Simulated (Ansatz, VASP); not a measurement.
## Cd: VASP beside Ansatz

```
Cd
1.0
    -2.88207    2.88207    1.46731
     2.88207   -2.88207    1.46731
     2.88207    2.88207   -1.46731
Cd
2
Direct
  0.00000 0.00000 0.00000
  0.75000 0.25000 0.50000
```

Alike in both runs: functional r2SCAN; k mesh 6 × 6 × 6; occupations gaussian, width 0.1 eV; no spin polarisation.

Ansatz relaxed the structure, and its values are those at the end. VASP's run is a single point on that final structure, the one shown.

```csv
,VASP,Ansatz
version,VASP 6.6.1,Ansatz 0.2.0
potentials or method,"VASP PAW PBE potentials, release 64 (Cd)","scalar-relativistic, plane waves, PAW"
plane-wave cutoff (eV),520,500
valence electrons in the cell,24,40
```

|  | VASP | Ansatz | Ansatz less VASP |
| --- | --- | --- | --- |
| gap on the k mesh at the Fermi level (eV) | none | none | - |
| pressure (GPa) | 0.4 | 0.1 | -0.28 |

A gap of «none» marks a metal or a gap that the smearing closes. The two sets of potentials don't hold the same shells in valence.

Caveats: the k mesh is coarse (spacing up to 0.40 Å⁻¹), so the values aren't converged; the PAW data sets were made with another functional, which shifts forces and pressure a little (VASP).
